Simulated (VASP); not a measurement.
# LiF (Griceite) (Fm-3m) in VASP: a series of runs, part 3 of 3

VASP 6.6.1. Earlier steps stand in the parts before.

## 5. Band structure, r2SCAN

INCAR reads:

```
SYSTEM = LiF
  PREC = Accurate
  ENCUT = 520
  EDIFF = 1E-6
  ISMEAR = 0
  SIGMA = 0.02
  LREAL = .False.
  LASPH = .True.
  NELM = 60
  ALGO = Normal
  ISIF = 2
  LWAVE = .False.
  LCHARG = .False.
  METAGGA = R2SCAN
  LMIXTAU = .True.
  NBANDS = 12
```

KPOINTS reads:

```
Automatic mesh
0
Gamma
  12 12 12
  0 0 0
```

POSCAR reads:

```
LiF
1.0
    0.0000000000      2.0140000000      2.0140000000
    2.0140000000      0.0000000000      2.0140000000
    2.0140000000      2.0140000000      0.0000000000
F Li
1 1
Direct
    0.5000000000      0.5000000000      0.5000000000
    0.0000000000      0.0000000000      0.0000000000
```

KPOINTS_OPT reads:

```
path GXWKGLUWLK,UX
10
line-mode
reciprocal
 0.0000000000  0.0000000000  0.0000000000  G
 0.5000000000  0.0000000000  0.5000000000  X

 0.5000000000  0.0000000000  0.5000000000  X
 0.5000000000  0.2500000000  0.7500000000  W

 0.5000000000  0.2500000000  0.7500000000  W
 0.3750000000  0.3750000000  0.7500000000  K

 0.3750000000  0.3750000000  0.7500000000  K
 0.0000000000  0.0000000000  0.0000000000  G

 0.0000000000  0.0000000000  0.0000000000  G
 0.5000000000  0.5000000000  0.5000000000  L

 0.5000000000  0.5000000000  0.5000000000  L
 0.6250000000  0.2500000000  0.6250000000  U

 0.6250000000  0.2500000000  0.6250000000  U
 0.5000000000  0.2500000000  0.7500000000  W

 0.5000000000  0.2500000000  0.7500000000  W
 0.5000000000  0.5000000000  0.5000000000  L

 0.5000000000  0.5000000000  0.5000000000  L
 0.3750000000  0.3750000000  0.7500000000  K

 0.6250000000  0.2500000000  0.6250000000  U
 0.5000000000  0.0000000000  0.5000000000  X
```

Started as:

```sh
$ cat potpaw_PBE.64/F/POTCAR potpaw_PBE.64/Li_sv/POTCAR > POTCAR
$ mpirun -np 1 vasp_std > vasp.out
```

It took 50 s on 1 thread of Intel Xeon Platinum 8559C (Emerald Rapids), shared host; peak memory 0.14 GiB.

The run converged. Its results:

```yaml
Free_energy: -11.8991 eV
Band_gap_on_the_k_mesh: 10.27 eV, direct
Band_gap_along_the_path: 10.27 eV, direct
```

Levels at the corners of the path, in eV from the valence-band top:
```tsv
point	band 3	band 4	band 5	band 6	band 7	band 8
Γ	0.00	0.00	0.00	10.27	25.48	25.48
X	-3.00	-1.01	-1.01	16.06	17.44	19.11
X	-3.00	-1.01	-1.01	16.06	17.44	19.11
W	-2.08	-2.08	-0.79	16.25	16.25	18.88
W	-2.08	-2.08	-0.79	16.25	16.25	18.88
K	-2.50	-1.55	-0.75	15.63	16.13	20.09
K	-2.50	-1.55	-0.75	15.63	16.13	20.09
Γ	0.00	0.00	0.00	10.27	25.48	25.48
Γ	0.00	0.00	0.00	10.27	25.48	25.48
L	-2.49	-0.24	-0.24	11.83	18.14	20.44
L	-2.49	-0.24	-0.24	11.83	18.14	20.44
U	-2.50	-1.55	-0.75	15.63	16.13	20.09
U	-2.50	-1.55	-0.75	15.63	16.13	20.09
W	-2.08	-2.08	-0.79	16.25	16.25	18.88
W	-2.08	-2.08	-0.79	16.25	16.25	18.88
L	-2.49	-0.24	-0.24	11.83	18.14	20.44
L	-2.49	-0.24	-0.24	11.83	18.14	20.44
K	-2.50	-1.55	-0.75	15.63	16.13	20.09
U	-2.50	-1.55	-0.75	15.63	16.13	20.09
X	-3.00	-1.01	-1.01	16.06	17.44	19.11
```

## 6. Band structure, TB-mBJ

POSCAR is that of step 5.

INCAR.step1 reads:

```
SYSTEM = LiF
  PREC = Accurate
  ENCUT = 520
  EDIFF = 1E-5
  ISMEAR = 0
  SIGMA = 0.02
  LREAL = .False.
  LASPH = .True.
  NELM = 60
  ALGO = Normal
  ISIF = 2
  LWAVE = .True.
  LCHARG = .False.
  NBANDS = 12
  GGA = PE
```

INCAR.step2 reads:

```
SYSTEM = LiF
  PREC = Accurate
  ENCUT = 520
  EDIFF = 1E-6
  ISMEAR = 0
  SIGMA = 0.02
  LREAL = .False.
  LASPH = .True.
  NELM = 60
  ALGO = Normal
  ISIF = 2
  LWAVE = .False.
  LCHARG = .False.
  METAGGA = MBJ
  NBANDS = 12
  ISTART = 1
```

KPOINTS is that of step 5.

KPOINTS_OPT is that of step 5.

Potentials or basis: VASP PAW PBE potentials, release 64 (F, Li_sv).

Started as:

```sh
$ cat potpaw_PBE.64/F/POTCAR potpaw_PBE.64/Li_sv/POTCAR > POTCAR
$ cp INCAR.step1 INCAR
$ mpirun -np 1 vasp_std > vasp.out
$ cp INCAR.step2 INCAR
$ mpirun -np 1 vasp_std > vasp.out
```

Run time: 49 s. Hardware: 1 thread of Intel Xeon Platinum 8559C (Emerald Rapids), shared host; peak memory 0.14 GiB.

Results (log left out):

```
Band gap on the k mesh  : 12.55 eV, direct
Band gap along the path : 12.55 eV, direct
```

Levels at the corners of the path, in eV from the valence-band top:
```tsv
point	band 2	band 3	band 4	band 5	band 6	band 7	band 8	band 9
Γ	-22.02	0.00	0.00	0.00	12.55	27.59	27.59	27.59
X	-21.54	-2.21	-0.76	-0.76	18.96	20.36	20.79	25.11
X	-21.54	-2.21	-0.76	-0.76	18.96	20.36	20.79	25.11
W	-21.55	-1.52	-1.52	-0.65	19.20	19.20	21.89	22.66
W	-21.55	-1.52	-1.52	-0.65	19.20	19.20	21.89	22.66
K	-21.56	-1.83	-1.19	-0.57	18.64	19.06	21.93	24.40
K	-21.56	-1.83	-1.19	-0.57	18.64	19.06	21.93	24.40
Γ	-22.02	0.00	0.00	0.00	12.55	27.59	27.59	27.59
Γ	-22.02	0.00	0.00	0.00	12.55	27.59	27.59	27.59
L	-21.70	-1.96	-0.21	-0.21	14.98	20.51	23.40	23.40
L	-21.70	-1.96	-0.21	-0.21	14.98	20.51	23.40	23.40
U	-21.56	-1.83	-1.19	-0.57	18.64	19.06	21.93	24.40
U	-21.56	-1.83	-1.19	-0.57	18.64	19.06	21.93	24.40
W	-21.55	-1.52	-1.52	-0.65	19.20	19.20	21.89	22.66
W	-21.55	-1.52	-1.52	-0.65	19.20	19.20	21.89	22.66
L	-21.70	-1.96	-0.21	-0.21	14.98	20.51	23.40	23.40
L	-21.70	-1.96	-0.21	-0.21	14.98	20.51	23.40	23.40
K	-21.56	-1.83	-1.19	-0.57	18.64	19.06	21.93	24.40
U	-21.56	-1.83	-1.19	-0.57	18.64	19.06	21.93	24.40
X	-21.54	-2.21	-0.76	-0.76	18.96	20.36	20.79	25.11
```

## 7. For comparison

An earlier run on the cell as given: functional PBE; potentials or basis VASP PAW PBE potentials, release 64 (F, Li_sv); cutoff 520 eV; k mesh 11 × 11 × 11; occupations fermi-dirac, width 0.05 eV; no spin polarisation.

* Band gap on the k mesh: 9.09 eV, direct

## 8. Summary

| task | level | potentials or basis | k mesh | smearing | grid for exact exchange (PRECFOCK) | screening parameter | ladder | mesh quality | gap on the mesh (eV) |
| --- | --- | --- | --- | --- | --- | --- | --- | --- | --- |
| band structure | HSE06 | VASP PAW PBE potentials, release 64 (F, Li_sv) | 6 × 6 × 6 | fermi-dirac 0.05 eV | Fast | 0.2 1/A | - | coarse | 11.41 |
| band structure | LDA | VASP PAW LDA potentials, release 64 (F, Li_sv) | 12 × 12 × 12 | gaussian 0.02 eV | - | - | free | not flagged | 8.83 |
| band structure | PBEsol | VASP PAW PBE potentials, release 64 (F, Li_sv) | 12 × 12 × 12 | gaussian 0.02 eV | - | - | free | not flagged | 8.92 |
| band structure | r2SCAN | VASP PAW PBE potentials, release 64 (F, Li_sv) | 12 × 12 × 12 | gaussian 0.02 eV | - | - | free | not flagged | 10.27 |
| band structure | TB-mBJ | VASP PAW PBE potentials, release 64 (F, Li_sv) | 12 × 12 × 12 | gaussian 0.02 eV | - | - | free | not flagged | 12.55 |
| single point | PBE | VASP PAW PBE potentials, release 64 (F, Li_sv) | 11 × 11 × 11 | fermi-dirac 0.05 eV | - | - | - | not flagged | 9.09 |

Alike in all rows: no spin polarisation; cell as given; cutoff (eV) 520.

Caveats: some runs use coarse meshes; an odd mesh through Γ misses points on the zone boundary, where band edges often lie (some runs).

Total energies depend on the potentials used, so only differences within one code and one set of settings carry meaning.
